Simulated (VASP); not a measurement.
# MgO (Fm-3m) in VASP: convergence with SIGMA

Aim: find how far SIGMA must go before the results for MgO settle, at PBE. This setting moves, with any that are tied to it; all else stays.

All numbers are computed with VASP 6.6.1; they aren't measurements. Logs are shortened: lines on timing, memory, paths and dates and some standing lists are left out, and cuts for length are marked.

## Step 1: Starting point

Symmetry: Fm-3m, No. 225, cubic system. Conventional cell: a = 4.194 Å, b = 4.194 Å, c = 4.194 Å, α = 90.00°, β = 90.00°, γ = 90.00°. Mg (site symmetry m-3m) is surrounded by 6 O at 2.10 Å. O (site symmetry m-3m) is surrounded by 6 Mg at 2.10 Å.

The cell is a database's computed one.

## Step 2: With SIGMA 0.3 eV

INCAR

```
SYSTEM = MgO
PREC = Accurate
ENCUT = 520
EDIFF = 1E-6
ISMEAR = 1
SIGMA = 0.3
LREAL = .FALSE.
LASPH = .TRUE.
NELM = 80
ALGO = Normal
ISIF = 2
LWAVE = .FALSE.
LCHARG = .FALSE.
GGA = PE
```

KPOINTS

```
Automatic mesh
0
G
  11 11 11
  0 0 0
```

POSCAR

```
MgO
1.0
    0.0000000000      2.0970013927      2.0970013927
    2.0970013927      0.0000000000      2.0970013927
    2.0970013927      2.0970013927      0.0000000000
Mg O
1 1
Direct
    0.0000000000      0.0000000000      0.0000000000
    0.5000000000      0.5000000000      0.5000000000
```

Potentials or basis: VASP PAW PBE potentials, release 64 (Mg, O).

Launch:

```sh
$ cat potpaw_PBE.64/Mg/POTCAR potpaw_PBE.64/O/POTCAR > POTCAR
$ mpirun -np 1 vasp_std > vasp.out
```

Run time: 3.6 s. Hardware: 1 thread of Intel Xeon 6975P-C (Granite Rapids), shared host; peak memory 0.13 GiB.

What came out:

```yaml
Free_energy: -11.8958 eV
Pressure: 6.1 GPa
Band_gap_on_the_k_mesh: 4.85 eV, direct
```

## Step 3: With SIGMA 0.2 eV

INCAR, as its differences from that of step 2:

```diff
@@ -5,3 +5,3 @@
 ISMEAR = 1
-SIGMA = 0.3
+SIGMA = 0.2
 LREAL = .FALSE.
```

KPOINTS is that of step 2.

POSCAR is that of step 2.

Potentials or basis: VASP PAW PBE potentials, release 64 (Mg, O).

Launch:

```sh
$ cat potpaw_PBE.64/Mg/POTCAR potpaw_PBE.64/O/POTCAR > POTCAR
$ mpirun -np 1 vasp_std > vasp.out
```

It took 3.7 s on 1 thread of Intel Xeon 6975P-C (Granite Rapids), shared host; peak memory 0.14 GiB.

Results:

| Quantity | Value |
| --- | --- |
| Free energy | -11.8971 eV |
| Pressure | 6.1 GPa |
| Band gap on the k mesh | 4.85 eV, direct |

## Step 4: With SIGMA 0.15 eV

INCAR, as its differences from that of step 3:

```diff
@@ -5,3 +5,3 @@
 ISMEAR = 1
-SIGMA = 0.2
+SIGMA = 0.15
 LREAL = .FALSE.
```

KPOINTS is that of step 3.

POSCAR is that of step 3.

Launch:

```sh
$ cat potpaw_PBE.64/Mg/POTCAR potpaw_PBE.64/O/POTCAR > POTCAR
$ mpirun -np 1 vasp_std > vasp.out
```

It took 3.8 s on 1 thread of Intel Xeon 6975P-C (Granite Rapids), shared host; peak memory 0.13 GiB.

Results:

```
Free energy            : -11.8974 eV
Pressure               : 6.2 GPa
Band gap on the k mesh : 4.85 eV, direct
```

## Step 5: With SIGMA 0.1 eV

INCAR, as its differences from that of step 4:

```diff
@@ -5,3 +5,3 @@
 ISMEAR = 1
-SIGMA = 0.15
+SIGMA = 0.1
 LREAL = .FALSE.
```

KPOINTS is that of step 4.

POSCAR is that of step 4.

Launch:

```sh
$ cat potpaw_PBE.64/Mg/POTCAR potpaw_PBE.64/O/POTCAR > POTCAR
$ mpirun -np 1 vasp_std > vasp.out
```

Wall time 4 s (1 thread of Intel Xeon 6975P-C (Granite Rapids), shared host); peak memory 0.14 GiB.

Results:

```yaml
Free_energy: -11.8976 eV
Pressure: 6.2 GPa
Band_gap_on_the_k_mesh: 4.85 eV, direct
```

## Step 6: With SIGMA 0.05 eV

INCAR, as its differences from that of step 5:

```diff
@@ -5,3 +5,3 @@
 ISMEAR = 1
-SIGMA = 0.1
+SIGMA = 0.05
 LREAL = .FALSE.
```

KPOINTS is that of step 5.

POSCAR is that of step 5.

Potentials or basis: VASP PAW PBE potentials, release 64 (Mg, O).

Launch:

```sh
$ cat potpaw_PBE.64/Mg/POTCAR potpaw_PBE.64/O/POTCAR > POTCAR
$ mpirun -np 1 vasp_std > vasp.out
```

Wall time 3.8 s (1 thread of Intel Xeon 6975P-C (Granite Rapids), shared host); peak memory 0.14 GiB.

What came out:

- Free energy: -11.8977 eV
- Pressure: 6.2 GPa
- Band gap on the k mesh: 4.85 eV, direct

## Step 7: With SIGMA 0.02 eV

INCAR, as its differences from that of step 6:

```diff
@@ -5,3 +5,3 @@
 ISMEAR = 1
-SIGMA = 0.05
+SIGMA = 0.02
 LREAL = .FALSE.
```

KPOINTS is that of step 6.

POSCAR is that of step 6.

Launch:

```sh
$ cat potpaw_PBE.64/Mg/POTCAR potpaw_PBE.64/O/POTCAR > POTCAR
$ mpirun -np 1 vasp_std > vasp.out
```

Run time: 3.6 s. Hardware: 1 thread of Intel Xeon 6975P-C (Granite Rapids), shared host; peak memory 0.14 GiB.

Results:

| Quantity | Value |
| --- | --- |
| Free energy | -11.8977 eV |
| Pressure | 6.2 GPa |
| Band gap on the k mesh | 4.85 eV, direct |

## Step 8: With SIGMA 0.01 eV

INCAR, as its differences from that of step 7:

```diff
@@ -5,3 +5,3 @@
 ISMEAR = 1
-SIGMA = 0.02
+SIGMA = 0.01
 LREAL = .FALSE.
```

KPOINTS is that of step 7.

POSCAR is that of step 7.

Potentials or basis: VASP PAW PBE potentials, release 64 (Mg, O).

Launch:

```sh
$ cat potpaw_PBE.64/Mg/POTCAR potpaw_PBE.64/O/POTCAR > POTCAR
$ mpirun -np 1 vasp_std > vasp.out
```

OUTCAR:

```text
SYSTEM = MgO
   PREC = Accurate
   ENCUT = 520
   EDIFF = 1E-6
   ISMEAR = 1
   LREAL = .FALSE.
   LASPH = .TRUE.
   NELM = 80
   ISIF = 2
   GGA = PE

 ion  position               nearest neighbor table
   1  0.000  0.000  0.000-   2 2.10   2 2.10   2 2.10   2 2.10   2 2.10   2 2.10
   2  0.500  0.500  0.500-   1 2.10   1 2.10   1 2.10   1 2.10   1 2.10   1 2.10

  LATTYP: Found a face centered cubic cell.
 ALAT       =     4.1940027854

  Lattice vectors:

 A1 = (   0.0000000000,   2.0970013927,   2.0970013927)
 A2 = (   2.0970013927,   0.0000000000,   2.0970013927)
 A3 = (   2.0970013927,   2.0970013927,   0.0000000000)

Analysis of symmetry for initial positions (statically):
=====================================================================
 Subroutine PRICEL returns:
 Original cell was already a primitive cell.

 Routine SETGRP: Setting up the symmetry group for a
 face centered cubic supercell.

 Subroutine GETGRP returns: Found 48 space group operations
 (whereof 48 operations were pure point group operations)
 out of a pool of 48 trial point group operations.

The static configuration has the point symmetry O_h .

Analysis of symmetry for dynamics (positions and initial velocities):
=====================================================================
 Subroutine PRICEL returns:
 Original cell was already a primitive cell.

 Routine SETGRP: Setting up the symmetry group for a
 face centered cubic supercell.

 Subroutine GETGRP returns: Found 48 space group operations
 (whereof 48 operations were pure point group operations)
 out of a pool of 48 trial point group operations.

The dynamic configuration has the point symmetry O_h .

 Subroutine INISYM returns: Found 48 space group operations
 (whereof 48 operations are pure point group operations),
 and found     1 'primitive' translations

----------------------------------------------------------------------------------------

                                     Primitive cell

  volume of cell :      18.4428

  direct lattice vectors                    reciprocal lattice vectors
     0.000000000  2.097001393  2.097001393    -0.238435702  0.238435702  0.238435702
     2.097001393  0.000000000  2.097001393     0.238435702 -0.238435702  0.238435702
     2.097001393  2.097001393  0.000000000     0.238435702  0.238435702 -0.238435702

  length of vectors
     2.965607810  2.965607810  2.965607810     0.412982751  0.412982751  0.412982751

  position of ions in fractional coordinates (direct lattice)
     0.000000000  0.000000000  0.000000000
     0.500000000  0.500000000  0.500000000

  ion indices of the primitive-cell ions
   primitive index   ion index
                 1           1
                 2           2

[... 67 lines left out ...]
   LSORBIT =      F    spin-orbit coupling
   LASPH  =      T    aspherical Exc in radial PAW
   ENCUT  =  520.0 eV  38.22 Ry    6.18 a.u.   5.51  5.51  5.51*2*pi/ulx,y,z
   NELM   =     80;   NELMIN=  2; NELMDL= -5     # of ELM steps
   EDIFF  = 0.1E-05   stopping-criterion for ELM
   LREAL  =      F    real-space projection
   EDIFFG = 0.1E-04   stopping-criterion for IOM
   NSW    =      0    number of steps for IOM
   IBRION =     -1    ionic relax: 0-MD 1-quasi-New 2-CG
   NFREE  =      0    steps in history (QN), initial steepest desc. (CG)
   ISIF   =      2    stress and relaxation
   ISYM   =      2    0-nonsym 1-usesym 2-fastsym
   POTIM  = 0.5000    time-step for ionic-motion
   TEBEG  =    0.0;   TEEND  =   0.0 temperature during run
   PSTRESS=    0.0 pullay stress
   NELECT =       8.0000    total number of electrons
   NUPDOWN=      -1.0000    fix difference up-down
   EMIN   =  10.00;   EMAX   =-10.00  energy-range for DOS
   EFERMI =   0.00;   METHOD = LEGACY
   ISMEAR =     1;   SIGMA  =   0.01  broadening in eV -4-tet -1-fermi 0-gaus
   EFERMI_NEDOS =   21; number of points for ismear=-14 and -15
   IALGO  =     38    algorithm
   IMIX   =      4    mixing-type and parameters
     AMIX     =   0.40;   BMIX     =  1.00
     AMIX_MAG =   1.60;   BMIX_MAG =  1.00
  volume/ion in A,a.u.               =       9.22        62.23
  Fermi-wavevector in a.u.,A,eV,Ry     =   1.239261  2.341864 20.895389  1.535768
  Thomas-Fermi vector in A             =   2.373752
   LORBIT       =      0    0 simple, 1 ext, 2 COOP (PROOUT), +10 PAW based schemes
   GGA     = PE    functional components
   LHFCALC =     F    Hartree Fock is set to
   AEXX    =    0.0000 exact exchange contribution
   IVDW    =     0    specifies the selected vdW correction
   LEPSILON=     F    determine dielectric tensor
   LRPA    =     F    only Hartree local field effects (RPA)
 non-spin polarized calculation
 Methfessel and Paxton  Order N= 1 SIGMA  =   0.01
  energy-cutoff  :      520.00
  volume of cell :       18.44
 maximum number of plane-waves:       531
 NGX is ok and might be reduce to    24
   NGX = 11   NGY = 11   NGZ = 11

 number of electron       8.0000004 magnetization

 Free energy of the ion-electron system (eV)
  ---------------------------------------------------
  ext. energy  EPLUGINS =         0.00000000
  ---------------------------------------------------
  free energy    TOTEN  =       -11.89769133 eV

  energy without entropy =      -11.89769133  energy(sigma->0) =      -11.89769133

 E-fermi :   3.3885     XC(G=0): -11.1400

 val. band max:        3.2846697978   @ k =   0.0000   0.0000   0.0000
 cond. band min:       8.1372320418   @ k =   0.0000   0.0000   0.0000
 fundamental gap:      4.8525622440
 Fermi energy:         3.3885264816

 k-point     1 :       0.0000    0.0000    0.0000
  band No.  band energies     occupation
      1     -14.0456      2.00000
      2       3.2847      2.00000
      3       3.2847      2.00000
      4       3.2847      2.00000
      5       8.1372      0.00000
      6      19.1571      0.00000
      7      19.1571      0.00000
      8      19.1571      0.00000
[... 243 lines left out ...]
 k-point    24 :      -0.1818    0.1818    0.0000
  band No.  band energies     occupation
      1     -13.2440      2.00000
      2       0.4004      2.00000
      3       2.1553      2.00000
      4       2.9026      2.00000
      5      11.4461      0.00000
      6      15.4010      0.00000
      7      18.9006      0.00000
      8      21.3902      0.00000

 [... further k-points ...]
[... 5 lines left out ...]
  --------------------------------------------------------------------------------------
  -------------------------------------------------------------------------------------
  Total        0.7088197      0.7088197      0.7088197     -0.0000000      0.0000000     -0.0000000
  in kB       61.5772362     61.5772362     61.5772362     -0.0000000      0.0000000     -0.0000000
  external PRESSURE =      61.5772362 kB  Pullay stress =       0.0000000 kB

 VOLUME and BASIS-vectors are now :
 -----------------------------------------------------------------------------
  energy-cutoff  :      520.00
  volume of cell :       18.44
      direct lattice vectors                 reciprocal lattice vectors
     0.000000000  2.097001393  2.097001393    -0.238435702  0.238435702  0.238435702
     2.097001393  0.000000000  2.097001393     0.238435702 -0.238435702  0.238435702
     2.097001393  2.097001393  0.000000000     0.238435702  0.238435702 -0.238435702

 POSITION                                       TOTAL-FORCE (eV/Angst)
 -----------------------------------------------------------------------------------
      0.00000      0.00000      0.00000        -0.000000     -0.000000     -0.000000
      2.09700      2.09700      2.09700         0.000000      0.000000      0.000000
 -----------------------------------------------------------------------------------
    total drift:                               -0.000000     -0.000000      0.000000

  FREE ENERGIE OF THE ION-ELECTRON SYSTEM (eV)
  ---------------------------------------------------
  free  energy   TOTEN  =       -11.8976913304 eV

  energy  without entropy=      -11.8976913304  energy(sigma->0) =      -11.89769133
```

stdout:

```text
POSCAR found type information on POSCAR MgO
 POSCAR found :  2 types and       2 ions
 scaLAPACK will be used
 LDA part: xc-table for (Slater+PW92), standard interpolation
 POSCAR, INCAR and KPOINTS ok, starting setup
 FFT: planning ... GRIDC
 FFT: planning ... GRID_SOFT
 FFT: planning ... GRID
 WAVECAR not read
 entering main loop
```

Run time: 3.7 s. Hardware: 1 thread of Intel Xeon 6975P-C (Granite Rapids), shared host; peak memory 0.14 GiB.

What came out:

```yaml
Free_energy: -11.8977 eV
Pressure: 6.2 GPa
Band_gap_on_the_k_mesh: 4.85 eV, direct
```

## Step 9: Result

```csv
SIGMA,"energy less the tightest run, at zero smearing (meV/atom)",pressure (GPa),SCF cycles,CPU time (s),peak memory (GiB)
0.3 eV,0.00,6.11,11,3.1,0.13
0.2 eV,0.01,6.14,11,3.2,0.14
0.15 eV,0.02,6.15,11,3.3,0.13
0.1 eV,0.01,6.16,11,3.5,0.14
0.05 eV,0.00,6.16,11,3.3,0.14
0.02 eV,0.00,6.16,11,3.2,0.14
0.01 eV,0.00,6.16,11,3.3,0.14
```

Against the tightest run, the energy stays within 1 meV/atom from 0.3 eV on; the pressure stays within 0.1 GPa from 0.3 eV on. The tightest run that finished is the yardstick and may itself not be fully converged.
